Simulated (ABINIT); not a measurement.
The system is Pt.

```xyz
2
Lattice="2.7607 0.0000 0.0000 -1.3803 2.3908 0.0000 0.0000 0.0000 4.7921" Properties=species:S:1:pos:R:3 pbc="T T T"
Pt    0.0000    1.5939    1.1980
Pt    1.3803    0.7969    3.5941
```

This isn't the form of Pt at room conditions, which is fcc.

* Program: ABINIT 10.8.3 (patched build)
* Task: relaxation of cell and atoms
* Functional: PBEsol
* Potentials or basis: JTH PAW PBE v2.0
* Cutoff: 435 eV
* k mesh: 11 × 11 × 6
* Occupations: fermi-dirac, width 0.05 eV
* Spin: no spin polarisation

At the start: pressure -9.3 GPa; volume 15.81 Å³/atom.

Q: Where does the relaxation end?

A: Over 6 steps the energy falls by 19.0 meV/atom and the volume is 15.22 Å³/atom (-3.7 %); space group P6_3/mmc (No. 194, to 0.05 Å).

Step by step:
```
step  energy change (eV)  largest force (eV/Å)  pressure (GPa)  volume (Å³)
   1              0.0000                0.0000           -9.30        31.63
   2             -0.0336                0.0000           -2.31        30.74
   3             -0.0366                0.0000            0.34        30.43
   4             -0.0373                0.0000            0.40        30.42
   5             -0.0380                0.0000            0.07        30.44
   6             -0.0380                0.0000            0.01        30.45
```

Final structure:
```
Pt
1.0
     2.73928    0.00000    0.00000
    -1.36964    2.37228    0.00000
     0.00000    0.00000    4.68512
Pt
2
Direct
  0.33333 0.66667 0.25000
  0.66667 0.33333 0.75000
```

Caveat: the PAW data sets were made with another functional, which shifts forces and pressure a little.
